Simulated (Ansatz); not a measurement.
# CuO (P6_3/mmc) in Ansatz: further runs

One crystal, CuO, is run at these levels: LDA, LDA+U; tasks: projected density of states.

Program: Ansatz 0.2.0. These are calculated values, not measurements. Logs are shortened: lines on timing, memory, paths and dates and some standing lists are left out, and cuts for length are marked.

### 1 The structure

The structure is hexagonal, space group P6_3/mmc (No. 194). The conventional cell has a = 3.180 Å, b = 3.180 Å, c = 4.431 Å, α = 90.00°, β = 90.00°, γ = 120.00°. Cu (site symmetry -3m) has 6 O at 2.14 Å and 2 Cu at 2.22 Å as nearest neighbours. Around O (site symmetry -6m2) lie 6 Cu at 2.14 Å.

Measurements of this composition are mostly on another form, of space group No. 15.

### 2 Projected density of states, LDA

File input.yaml:

```yaml
crystal:
  lattice:
    - [3.1795331, 0.0, 0.0]
    - [-1.58976655, 2.75355644, 0.0]
    - [0.0, 0.0, 4.43149073]
  atoms:
    - { symbol: Cu, position: [0.0, 0.0, 0.0] }
    - { symbol: Cu, position: [0.0, 0.0, 0.5] }
    - { symbol: O, position: [0.3333333333, 0.6666666667, 0.25] }
    - { symbol: O, position: [0.6666666667, 0.3333333333, 0.75] }
hamiltonian:
  xc: lda
  pseudopotentials: { kind: paw }
kpoints:
  mp_grid: { grid: [10, 10, 6] }
scf:
  occupations: { method: fermi_dirac, width: 0.05 }
  n_extra_bands: 10
output:
  forces: true
  stress: true
  eigenvalues: true
  dos: { projected: true, de: 0.05, nscf_kmesh: { grid: [15, 15, 9] } }
  write_density: true
  write_potential: true
  elf: true
  volumetric_format: npy
```

Potentials or basis: Ansatz PAW.

Command:

```console
$ ansatz run input.yaml --threads 2 --pin off --max-ram 5632MiB --backend cpu --events-out ev --progress --plain --runs-dir out
```

Log:

```text
Warning: RAYON_NUM_THREADS=2 ignored (pool sized by the plan → 2); use --threads N
scf.n_extra_bands = 10 over 25 filled bands (N_el = 50.0): the run solves 35 bands
Engine: ansatz 0.2.0, aarch64-unknown-linux-gnu
Pseudopotentials: kind: paw
Pseudopotential: Cu, paw, valence charge 19, recommended cutoff 420 eV (normal), Cu.paw.azcp
Pseudopotential: O, paw, valence charge 6, recommended cutoff 420 eV (normal), O.paw.azcp
Functional definition: SPW92
  exchange = slater_x
  correlation = pw_c
Crystal: 4 atoms, lattice volume = 38.798 Å³
Basis set: ecut = 420 eV, 759 PW (Γ)
Bands: 35, of which v1, the nominal top of the filled ones, is band 25 counted from 1 (24 counted from 0)
Symmetry: 24 space group operations
Space group: P63/mmc (ITA 194), of the structure as read, at distance tolerance 3.4e-5 Å
k-points: 56 of 600
Non-local potential: Cu, projectors of the file, l = 0: 3, l = 1: 2, l = 2: 3, l = 3: 1
Non-local potential: O, projectors of the file, l = 0: 2, l = 1: 2, l = 2: 1
PAW form: soft (Blöchl's): semilocal exchange-correlation on the pseudo side does not see the compensation charge
PAW frozen core: Cu, regenerated for the run's functional, and the local potential with it (the file was generated under x = pbe(κ = 0.804, μ = 0.2195149727645171), c = pbe(β = 0.06672455060314922))
PAW frozen core: O, regenerated for the run's functional, and the local potential with it (the file was generated under x = pbe(κ = 0.804, μ = 0.2195149727645171), c = pbe(β = 0.06672455060314922))
PAW one-centre angular grid: Cu, 590 points (default); XC on 64 Gauss nodes
PAW one-centre angular grid: O, 110 points (default); XC on 64 Gauss nodes
Initial density: superposition of atomic densities (neutral atoms: chi_scale 0, normalization atom), corrected by the library's trained network
Initial wavefunctions: pseudopotential atomic-orbital guess
Functional: x = slater, c = lda
SCF iter   1: F=—  HF=-14217.797094 eV  |F-HF|=—  |Δ(HF+E_count)|=         —  Δρ=2.48e-2  dr2=2.13e-1  ethr=1.77e-3  ⟨swp⟩=5.6  Hψ=7447  notcnv=0  defer=22
preconditioner: auto → LDOS  [metal: Δε(μ)=0.022 eV  Ē_g=15.396 eV  σ=0.050 eV  W_gap=0.11  n_scr=22 (ndim 8)  ℏωp=34.8 eV  f_vac=0.034  D(μ)=2.98/eV (n_scr^D=34)  β→1.0]
SCF iter   2: F=—  HF=-14217.834628 eV  |F-HF|=—  |Δ(HF+E_count)|=   3.75e-2  Δρ=3.71e-2  dr2=2.69e-1  ethr=4.25e-4  ⟨swp⟩=2.1  Hψ=4144  notcnv=0  defer=84
SCF iter   3: F=—  HF=-14217.749817 eV  |F-HF|=—  |Δ(HF+E_count)|=   8.48e-2  Δρ=1.37e-2  dr2=4.75e-2  ethr=4.25e-4  ⟨swp⟩=2.0  Hψ=3099  notcnv=0  defer=84
SCF iter   4: F=—  HF=-14217.740783 eV  |F-HF|=—  |Δ(HF+E_count)|=   9.03e-3  Δρ=5.27e-3  dr2=7.74e-3  ethr=9.50e-5  ⟨swp⟩=2.2  Hψ=2847  notcnv=0  defer=84
SCF iter   5: F=—  HF=-14217.739434 eV  |F-HF|=—  |Δ(HF+E_count)|=   1.35e-3  Δρ=5.23e-4  dr2=5.27e-5  ethr=1.55e-5  ⟨swp⟩=1.8  Hψ=2354  notcnv=0  defer=84
SCF iter   6: F=—  HF=-14217.739421 eV  |F-HF|=—  |Δ(HF+E_count)|=   1.33e-5  Δρ=4.39e-5  dr2=3.20e-7  ethr=1.05e-7  ⟨swp⟩=2.3  Hψ=2637  notcnv=0  defer=84
SCF iter   7: F=-14217.739421 eV  HF=-14217.739421 eV  |F-HF|=1.31e-8  |Δ(HF+E_count)|=   1.29e-7  Δρ=6.40e-6  dr2=8.71e-9  ethr=2.00e-10  ⟨swp⟩=11.5  Hψ=13139  notcnv=0
SCF 1 converged in 7 iterations: F = -14217.739421 eV  dr2 = 8.71e-9
NSCF: frozen V_eff on 135 k-points
SCF converged after 7 iterations
Free energy (F): -14217.739421 eV
Harris-Foulkes:  -14217.739421 eV  (|F-HF|=1.31e-8)
Internal energy: -14217.711792 eV  (E = F + TS)
E sigma→0 (E₀):  -14217.725607 eV
Entropy (-TS):   -0.027629 eV (-6.907 meV/atom)
Fermi energy:    12.083255 eV
--- Per-component energies (eV) ---
  E_band       = -834.466968
  E_kinetic    = 939.117668
  E_local      = -9618.847438  (includes V_loc(G=0)·N_el)
  E_nonlocal   = 896.109039
  E_hartree    = 4171.098932
  E_xc         = -319.649816
  E_vxc        = -412.904676  (∫ρ·V_xc dr)
  E_paw        = -3481.819726  (= ΣΔE_a)
  E_vpaw       = -980.138893  (= ΣTr[D̂ρ^β])
  E_aug_tail   = 0.004975  (compensation charges beyond the density's cutoff)
  E_ewald      = -6804.818589
  E_core_change = 1.093163  (= ΣΔE_core)
  E_smearing   = -0.027629  (= −TS)
  E_closure    = 0.000000  (closes the sum)
  Σ components = -14217.739421   (vs F -14217.739421, Δ=0.00e0)
--- Forces (eV/Å), atoms counted from 1 ---
  atom   1  Cu     0.00000000    -0.00000000     0.00000000
  atom   2  Cu     0.00000000    -0.00000000     0.00000000
  atom   3  O      0.00000000    -0.00000000     0.00000000
  atom   4  O     -0.00000000     0.00000000     0.00000000
  max |Σ_I F_I| component: 2.78e-17 eV/Å
--- Stress (GPa, compression-positive) ---
      -24.406753       0.000000      -0.000000
        0.000000     -24.406753      -0.000000
       -0.000000      -0.000000      19.088388
  P = ⅓ Tr σ = -9.9084 GPa (-99.084 kbar)
--- Band table (eV; the first three rows and the last of 56) ---
  k-point 0: bands = ["-99.3657", "-99.3318", "-57.4078", "-57.1435", "-57.1435", "-57.1302", "-57.1160", "-57.1160", "-6.8976", "-5.2375", "5.4492", "6.6783", "6.6783", "7.7712", "9.1358", "9.1358", "9.5670", "9.5670", "9.8390", "9.8390", "10.5037", "10.6310", "10.6310", "11.9811", "12.6860", "12.6860", "13.4418", "16.9999", "23.2834", "24.0822", "24.0822", "29.4162", "29.9946", "30.4682", "30.4682"]
  k-point 1: bands = ["-99.3634", "-99.3341", "-57.3894", "-57.1489", "-57.1416", "-57.1416", "-57.1178", "-57.1178", "-6.8029", "-5.3709", "5.6909", "6.7828", "6.7828", "7.9315", "8.9398", "8.9398", "9.2136", "9.2136", "9.9423", "10.1903", "10.1903", "10.7981", "10.7981", "11.6044", "12.6017", "12.6017", "14.0435", "17.0310", "23.4714", "24.2640", "24.2640", "28.6380", "28.6380", "29.6961", "29.8911"]
  k-point 2: bands = ["-99.3572", "-99.3403", "-57.3389", "-57.2001", "-57.1366", "-57.1366", "-57.1229", "-57.1229", "-6.5347", "-5.7142", "6.3573", "7.0890", "7.0890", "8.0897", "8.2124", "8.2124", "9.2268", "9.4309", "9.4309", "10.0498", "10.0498", "10.7202", "11.3739", "11.3739", "12.3483", "12.3483", "15.1525", "16.8445", "24.2742", "24.8114", "24.8114", "27.0107", "27.0107", "28.2682", "30.2453"]
  k-point 55: bands = ["-99.3484", "-99.3484", "-57.2689", "-57.2689", "-57.1340", "-57.1340", "-57.1330", "-57.1330", "-5.5298", "-5.5298", "5.9198", "5.9198", "6.6997", "6.6997", "7.8854", "7.8854", "9.6393", "9.6393", "9.8863", "9.8863", "10.2707", "10.2707", "10.6193", "10.6193", "12.5104", "12.5104", "19.0164", "19.0164", "21.8546", "21.8546", "23.1318", "23.1318", "28.8251", "28.8251", "31.7956"]
```

It took 5.8 s on 2 threads of Arm Neoverse V2, shared host; peak memory 0.35 GiB.

What came out:

```yaml
Free_energy: -14217.7394 eV
Pressure: -9.9 GPa
Band_gap_on_the_k_mesh: none (metal or under the smearing width)
Density_of_states_at_the_Fermi_level: 3.70 states/eV per cell
```

Stress tensor (GPa, compression positive):
```
-24.41   0.00   0.00
  0.00 -24.41   0.00
  0.00   0.00  19.09
```

States per cell in windows of 0.5 eV (zero at the Fermi level; states under -8 eV left out):
```
from (eV)  total  Cu 3d  O 2p  Cu 4s  O 2s
     -8.0   0.00   0.00  0.00   0.00  0.00
     -7.5   0.13   0.03  0.07   0.03  0.00
     -7.0   0.78   0.14  0.46   0.16  0.01
     -6.5   1.43   0.27  0.95   0.19  0.02
     -6.0   1.27   0.33  0.81   0.09  0.01
     -5.5   1.76   0.70  0.98   0.05  0.01
     -5.0   2.04   0.76  1.19   0.05  0.01
     -4.5   3.04   1.26  1.71   0.02  0.01
     -4.0   1.77   0.97  0.77   0.01  0.00
     -3.5   0.91   0.68  0.22   0.00  0.00
     -3.0   0.99   0.85  0.12   0.01  0.00
     -2.5   4.17   3.78  0.31   0.04  0.02
     -2.0   4.71   4.20  0.41   0.03  0.05
     -1.5   3.14   2.52  0.49   0.04  0.06
     -1.0   1.95   1.28  0.59   0.02  0.03
     -0.5   1.82   1.00  0.77   0.01  0.02
      0.0   2.06   0.99  1.05   0.01  0.01
      0.5   0.03   0.02  0.02   0.00  0.00
      1.0   0.00   0.00  0.00   0.00  0.00
      1.5   0.01   0.00  0.00   0.01  0.00
      2.0   0.03   0.00  0.00   0.01  0.01
      2.5   0.05   0.00  0.01   0.02  0.01
      3.0   0.07   0.00  0.02   0.04  0.02
      3.5   0.11   0.00  0.03   0.06  0.02
      4.0   0.15   0.00  0.04   0.08  0.02
      4.5   0.24   0.01  0.06   0.13  0.03
      5.0   0.40   0.01  0.09   0.22  0.03
      5.5   0.70   0.01  0.13   0.40  0.03
      6.0   0.80   0.01  0.15   0.46  0.02
      6.5   0.77   0.01  0.15   0.44  0.01
      7.0   0.40   0.00  0.05   0.17  0.00
      7.5   0.17   0.00  0.01   0.06  0.00
```

Caveat: the pressure holds a Pulay correction of +1.0 GPa for the finite cutoff; the run has no spin polarisation, though such a crystal can be magnetic; semilocal functionals often make such compounds metallic where correlation or magnetic order opens a gap, which also shifts bond lengths; the PAW data sets come from PBE, with cores solved anew for the run's functional, which leaves a small shift of forces and pressure. With open d or f shells a metallic result of LDA can be an artefact of self-interaction; +U or a hybrid may open a gap.

### 3 Projected density of states, LDA+U

input.yaml, as its differences from that of step 2:

```diff
@@ -13,2 +13,3 @@
   pseudopotentials: { kind: paw }
+  hubbard: { sites: [{ species: Cu, l: d, u_eff: 1.0 }] }
 kpoints:
@@ -23,5 +24 @@
   dos: { projected: true, de: 0.05, nscf_kmesh: { grid: [15, 15, 9] } }
-  write_density: true
-  write_potential: true
-  elf: true
-  volumetric_format: npy
```

Potentials or basis: Ansatz PAW.

Command:

```console
$ ansatz run input.yaml --threads 2 --pin off --max-ram 5632MiB --backend cpu --events-out ev --progress --plain --runs-dir out
```

Log:

```text
Warning: RAYON_NUM_THREADS=2 ignored (pool sized by the plan → 2); use --threads N
Cu: projections on atomic orbitals take those of the free atom [Ne] 3s2 3p6 3d10 4s1, of charge +0.00 (hamiltonian.pseudopotentials.projection_atoms); the dataset's partial waves leave at most 2.0e-6 of an orbital's norm unspanned inside its sphere
O: projections on atomic orbitals take those of the free atom [He] 2s2 2p4, of charge +0.00 (hamiltonian.pseudopotentials.projection_atoms); the dataset's partial waves leave at most 1.9e-8 of an orbital's norm unspanned inside its sphere
scf.n_extra_bands = 10 over 25 filled bands (N_el = 50.0): the run solves 35 bands
Engine: ansatz 0.2.0, aarch64-unknown-linux-gnu
Pseudopotentials: kind: paw
Pseudopotential: Cu, paw, valence charge 19, recommended cutoff 420 eV (normal), Cu.paw.azcp
Pseudopotential: O, paw, valence charge 6, recommended cutoff 420 eV (normal), O.paw.azcp
Functional definition: SPW92
  exchange = slater_x
  correlation = pw_c
Crystal: 4 atoms, lattice volume = 38.798 Å³
Basis set: ecut = 420 eV, 759 PW (Γ)
Bands: 35, of which v1, the nominal top of the filled ones, is band 25 counted from 1 (24 counted from 0)
Symmetry: 24 space group operations
Space group: P63/mmc (ITA 194), of the structure as read, at distance tolerance 3.4e-5 Å
k-points: 56 of 600
Non-local potential: Cu, projectors of the file, l = 0: 3, l = 1: 2, l = 2: 3, l = 3: 1
Non-local potential: O, projectors of the file, l = 0: 2, l = 1: 2, l = 2: 1
PAW form: soft (Blöchl's): semilocal exchange-correlation on the pseudo side does not see the compensation charge
PAW frozen core: Cu, regenerated for the run's functional, and the local potential with it (the file was generated under x = pbe(κ = 0.804, μ = 0.2195149727645171), c = pbe(β = 0.06672455060314922))
PAW frozen core: O, regenerated for the run's functional, and the local potential with it (the file was generated under x = pbe(κ = 0.804, μ = 0.2195149727645171), c = pbe(β = 0.06672455060314922))
PAW one-centre angular grid: Cu, 590 points (default); XC on 64 Gauss nodes
PAW one-centre angular grid: O, 110 points (default); XC on 64 Gauss nodes
Initial density: superposition of atomic densities (chi_scale 0.1, normalization cell, long waves of neutral atoms under a Hubbard term (reshape's long-wave potential 0.00 eV rms, cloud 1.98 Å wide))
Initial wavefunctions: pseudopotential atomic-orbital guess
Functional: x = slater, c = lda
SCF iter   1: F=—  HF=-14217.508841 eV  |F-HF|=—  |Δ(HF+E_count)|=         —  Δρ=9.40e-2  dr2=2.66e0  ethr=3.10e-3  ⟨swp⟩=5.2  Hψ=7299  notcnv=0  defer=14
preconditioner: auto → Kerker (q_TF=auto, 2.846 Å⁻¹)  [metal: Δε(μ)=0.008 eV  Ē_g=15.897 eV  σ=0.050 eV  W_gap=0.04  n_scr=22 (ndim 8)  ℏωp=34.8 eV  f_vac=0.006  D(μ)=2.76/eV (n_scr^D=22)]
[... 13 lines left out ...]
Free energy (F): -14217.277086 eV
Harris-Foulkes:  -14217.277086 eV  (|F-HF|=4.49e-10)
Internal energy: -14217.250827 eV  (E = F + TS)
E sigma→0 (E₀):  -14217.263957 eV
Entropy (-TS):   -0.026259 eV (-6.565 meV/atom)
Fermi energy:    11.927473 eV
--- Per-component energies (eV) ---
  E_band       = -839.431573
  E_kinetic    = 939.511297
  E_local      = -9625.044480  (includes V_loc(G=0)·N_el)
  E_nonlocal   = 898.448654
  E_hartree    = 4176.490875
  E_xc         = -319.482376
  E_vxc        = -412.685287  (∫ρ·V_xc dr)
  E_hubbard    = 0.451729  (on-site DFT+U / exact-exchange correction)
  E_vhub       = -8.594325  (the Hubbard potential's part of the band-sum identity)
  E_paw        = -3483.906069  (= ΣΔE_a)
  E_vpaw       = -984.052841  (= ΣTr[D̂ρ^β])
  E_aug_tail   = 0.004968  (compensation charges beyond the density's cutoff)
  E_ewald      = -6804.818589
  E_core_change = 1.093163  (= ΣΔE_core)
  E_smearing   = -0.026259  (= −TS)
  E_closure    = -0.000000  (closes the sum)
  Σ components = -14217.277086   (vs F -14217.277086, Δ=0.00e0)
--- Forces (eV/Å), atoms counted from 1 ---
  atom   1  Cu     0.00000000     0.00000000     0.00000000
  atom   2  Cu     0.00000000     0.00000000     0.00000000
  atom   3  O      0.00000000    -0.00000000     0.00000000
  atom   4  O      0.00000000     0.00000000     0.00000000
  max |Σ_I F_I| component: 2.78e-17 eV/Å
--- Stress (GPa, compression-positive) ---
      -23.868463      -0.000000      -0.000000
        0.000000     -23.868463      -0.000000
       -0.000000      -0.000000      19.163390
  P = ⅓ Tr σ = -9.5245 GPa (-95.245 kbar)
--- Band table (eV; the first three rows and the last of 56) ---
  k-point 0: bands = ["-99.2259", "-99.1928", "-57.2697", "-57.0083", "-57.0083", "-56.9912", "-56.9807", "-56.9807", "-6.9496", "-5.2991", "5.3346", "6.4921", "6.4921", "7.4139", "8.7562", "8.7562", "9.5084", "9.5084", "9.5159", "9.5159", "10.3077", "10.3077", "10.4385", "11.7017", "12.5368", "12.5368", "13.4253", "17.0081", "23.2705", "24.0930", "24.0930", "29.4260", "30.0218", "30.4932", "30.4932"]
  k-point 1: bands = ["-99.2235", "-99.1948", "-57.2513", "-57.0100", "-57.0065", "-57.0065", "-56.9826", "-56.9826", "-6.8553", "-5.4317", "5.5746", "6.5975", "6.5975", "7.5736", "8.7778", "8.7778", "8.8339", "8.8339", "9.8601", "9.8601", "9.8863", "10.5844", "10.5844", "11.3264", "12.4521", "12.4521", "14.0205", "17.0332", "23.4622", "24.2764", "24.2764", "28.6593", "28.6593", "29.7064", "29.9175"]
  k-point 2: bands = ["-99.2172", "-99.2006", "-57.2008", "-57.0615", "-57.0015", "-57.0015", "-56.9877", "-56.9877", "-6.5887", "-5.7731", "6.2343", "6.9068", "6.9068", "7.7922", "8.0416", "8.0416", "9.0510", "9.0510", "9.1195", "9.6760", "9.6760", "10.4483", "11.2100", "11.2100", "12.1970", "12.1970", "15.1262", "16.8328", "24.2724", "24.8273", "24.8273", "27.0320", "27.0320", "28.2778", "30.2576"]
  k-point 55: bands = ["-99.2083", "-99.2083", "-57.1307", "-57.1307", "-56.9990", "-56.9990", "-56.9979", "-56.9979", "-5.6102", "-5.6102", "5.7986", "5.7986", "6.6232", "6.6232", "7.7070", "7.7070", "9.2921", "9.2921", "9.5257", "9.5257", "10.0016", "10.0016", "10.3402", "10.3402", "12.3666", "12.3666", "19.0111", "19.0111", "21.8491", "21.8491", "23.1099", "23.1099", "28.8537", "28.8537", "31.8055"]
Occupation matrices written to <dir>
```

Run time: 6.9 s. Hardware: 2 threads of Arm Neoverse V2, shared host; peak memory 0.37 GiB.

What came out:

| Item | Value |
| --- | --- |
| Free energy | -14217.2771 eV |
| Pressure | -9.5 GPa |
| Band gap on the k mesh | none (metal or under the smearing width) |
| Density of states at the Fermi level | 3.62 states/eV per cell |

Levels at points of the mesh, in eV from the Fermi level:
```csv
k point,band 23,band 24,band 25,band 26,band 27,band 28
"(0.00, 0.00, 0.00)",-1.49,-0.23,0.61,0.61,1.50,5.08
"(0.00, 0.00, -0.50)",-0.15,-0.15,-0.15,-0.15,4.23,4.23
"(0.00, -0.50, 0.00)",-1.65,-1.42,0.35,0.50,6.67,6.77
"(0.00, -0.50, -0.50)",-0.57,-0.57,-0.55,-0.55,5.90,5.90
```

States per cell in windows of 0.5 eV (zero at the Fermi level; states under -8 eV left out):
```
from (eV)  total  Cu 3d  O 2p  Cu 4s  O 2s
     -8.0   0.00   0.00  0.00   0.00  0.00
     -7.5   0.18   0.04  0.09   0.04  0.00
     -7.0   0.80   0.16  0.47   0.16  0.01
     -6.5   1.53   0.33  0.99   0.18  0.02
     -6.0   1.30   0.41  0.78   0.08  0.01
     -5.5   1.98   0.86  1.04   0.05  0.01
     -5.0   2.01   0.85  1.09   0.04  0.01
     -4.5   3.86   1.87  1.90   0.02  0.01
     -4.0   1.00   0.61  0.37   0.00  0.00
     -3.5   0.97   0.77  0.18   0.00  0.00
     -3.0   1.56   1.43  0.11   0.01  0.01
     -2.5   5.53   4.97  0.46   0.05  0.03
     -2.0   3.73   3.15  0.48   0.03  0.05
     -1.5   2.31   1.61  0.58   0.04  0.06
     -1.0   1.76   1.05  0.64   0.02  0.03
     -0.5   1.72   0.86  0.82   0.01  0.01
      0.0   1.75   0.79  0.94   0.01  0.00
      0.5   0.00   0.00  0.00   0.00  0.00
      1.0   0.00   0.00  0.00   0.00  0.00
      1.5   0.01   0.00  0.00   0.01  0.00
      2.0   0.03   0.00  0.00   0.01  0.01
      2.5   0.05   0.00  0.01   0.02  0.01
      3.0   0.07   0.00  0.02   0.04  0.02
      3.5   0.11   0.00  0.03   0.05  0.02
      4.0   0.15   0.00  0.04   0.08  0.02
      4.5   0.23   0.01  0.06   0.13  0.03
      5.0   0.38   0.01  0.08   0.21  0.03
      5.5   0.65   0.01  0.12   0.37  0.03
      6.0   0.80   0.01  0.15   0.46  0.02
      6.5   0.77   0.01  0.15   0.44  0.01
      7.0   0.45   0.00  0.06   0.20  0.00
      7.5   0.19   0.00  0.01   0.06  0.00
```

Eigenvalues of the final occupation matrices:
```csv
site,spin,trace,eigenvalues
site 1,1,4.75,0.89 0.89 0.98 0.99 0.99
site 2,1,4.75,0.89 0.89 0.98 0.99 0.99
```

Caveat: the pressure holds a Pulay correction of +1.0 GPa for the finite cutoff; the run has no spin polarisation, though such a crystal can be magnetic; U without spin polarisation on a metal has little footing; the PAW data sets come from PBE, with cores solved anew for the run's functional, which leaves a small shift of forces and pressure.

(Part 1 of 2 ends here.)
